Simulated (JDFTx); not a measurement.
## V under changes of volume

One of the cells (13.891 Å³/atom); the others are scaled copies at fixed shape and fractional positions:

```
V
1.0
    -1.51435    1.51435    1.51435
     1.51435   -1.51435    1.51435
     1.51435    1.51435   -1.51435
V
1
Direct
  0.00000 0.00000 0.00000
```

```yaml
Program: JDFTx 1.7.0 (patched build)
Functional: LDA
Potentials_or_basis: PseudoDojo-SR-LDA-0.4.1-standard
Cutoff: 1143 eV
Density_cutoff: 4572 eV
k_mesh: 12 × 12 × 12
Occupations: fermi-dirac, width 0.05 eV
Spin: collinear spin, ferromagnetic start
Starting_moments: "[2.0] μB"
```

| volume (Å³/atom) | energy over the lowest point (meV/atom) | pressure (GPa) |
| --- | --- | --- |
| 13.058 | 0.00 | -8.1 |
| 13.336 | 17.28 | -11.6 |
| 13.613 | 40.23 | -14.8 |
| 13.891 | 68.36 | -17.6 |
| 14.169 | 101.21 | -20.2 |
| 14.447 | 138.37 | -22.6 |
| 14.725 | ? | ? |

**Question.** What does the run at 14.725 Å³/atom give?

**Answer.** Energy over the lowest point 179.41 meV/atom; pressure -24.6 GPa.

Worked out: A Birch-Murnaghan fit of order 3 (a polynomial in V^(-2/3)) to the other rows has no minimum within the range. It gives 179.40 meV/atom at 14.725 Å³/atom, against the run's 179.41, and -dE/dV = -24.7 GPa, against -24.6.

Energies are extrapolated to zero smearing.
